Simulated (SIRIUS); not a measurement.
A run of SIRIUS 7.12.0:

File sirius.json:

```json
{
  "control": {
    "processing_unit": "cpu",
    "verbosity": 1,
    "num_bands_to_print": 15,
    "print_forces": false,
    "print_stress": true
  },
  "parameters": {
    "electronic_structure_method": "pseudopotential",
    "xc_functionals": ["XC_GGA_X_PBE", "XC_GGA_C_PBE"],
    "gk_cutoff": 9.2,
    "pw_cutoff": 18.4,
    "ngridk": [5, 5, 5],
    "shiftk": [0, 0, 0],
    "smearing": "fermi_dirac",
    "smearing_width": 0.0018374661,
    "num_bands": 15,
    "num_mag_dims": 0,
    "num_dft_iter": 100,
    "energy_tol": 1e-08,
    "density_tol": 1e-06
  },
  "iterative_solver": {
    "type": "davidson",
    "min_tolerance": 1e-10
  },
  "mixer": {
    "type": "anderson",
    "beta": 0.7,
    "max_history": 8
  },
  "settings": {
    "tol_ne": 1e-10,
    "pseudo_grid_cutoff": 6.5
  },
  "unit_cell": {
    "lattice_vectors": [
      [0.0, 4.916405972133, 4.916405972133],
      [4.916405972133, 0.0, 4.916405972133],
      [4.916405972133, 4.916405972133, 0.0]
    ],
    "atom_coordinate_units": "lattice",
    "atom_types": ["S", "Mg"],
    "atom_files": {
      "Mg": "Mg.json",
      "S": "S.json"
    },
    "atoms": {
      "S": [
        [0.5, 0.5, 0.5]
      ],
      "Mg": [
        [0.0, 0.0, 0.0]
      ]
    }
  }
}
```

Potentials or basis: PseudoDojo 0.4.1 PBE standard (scalar relativistic).

The run is started by

```sh
$ upf_to_json Mg.upf
$ upf_to_json S.upf
$ OMP_NUM_THREADS=1 sirius.scf --input=sirius.json --output=out.json --task=3 --volume_scale0=0.94 --volume_scale1=1.06 --num_eos_points=7
```

Hardware: 1 thread of AMD EPYC 7R43 64-Core Processor (Zen 3), with other jobs on the host.

Problem. How long does it take, and how much memory?

Solution. It took 69 s on 1 thread of AMD EPYC 7R43 64-Core Processor (Zen 3) (shared host), peak memory 0.17 GiB. Counts: scf iterations 82, k points 10, plane waves 2891, bands 15.
